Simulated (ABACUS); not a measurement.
Crystal: LiCl.

```xyz
2
Lattice="0.0000 2.5648 2.5648 2.5648 0.0000 2.5648 2.5648 2.5648 0.0000" Properties=species:S:1:pos:R:3 pbc="T T T"
Cl    2.5648    2.5648    2.5648
Li    0.0000    0.0000    0.0000
```

Base run:

| Property | Result |
| --- | --- |
| Program | ABACUS 3.10.1 |
| Functional | revPBE |
| Potentials or basis | GBRV ultrasoft 1.5 PBE |
| Cutoff | 544 eV |
| Density cutoff | 4354 eV |
| Basis | plane waves |
| k mesh | 7 × 7 × 7 |
| Occupations | fermi-dirac, width 0.05 eV |
| Spin | no spin polarisation |

Its results: band gap on the k mesh 6.53 eV, direct; pressure 2.1 GPa.

**Question.** The run is repeated on the same cell with these changes: functional from revPBE to LDA; potentials or basis from GBRV ultrasoft 1.5 PBE to PseudoDojo NC SR 0.4.1 LDA standard; cutoff from 544 eV to 1007 eV; density cutoff from 4354 eV to 4027 eV. What comes out?

**Answer.** Band gap on the k mesh 5.98 eV, direct; pressure -3.3 GPa.

Caveats: an odd mesh through Γ misses points on the zone boundary, where band edges often lie; the potentials were made for another functional, which shifts forces and pressure (some runs).
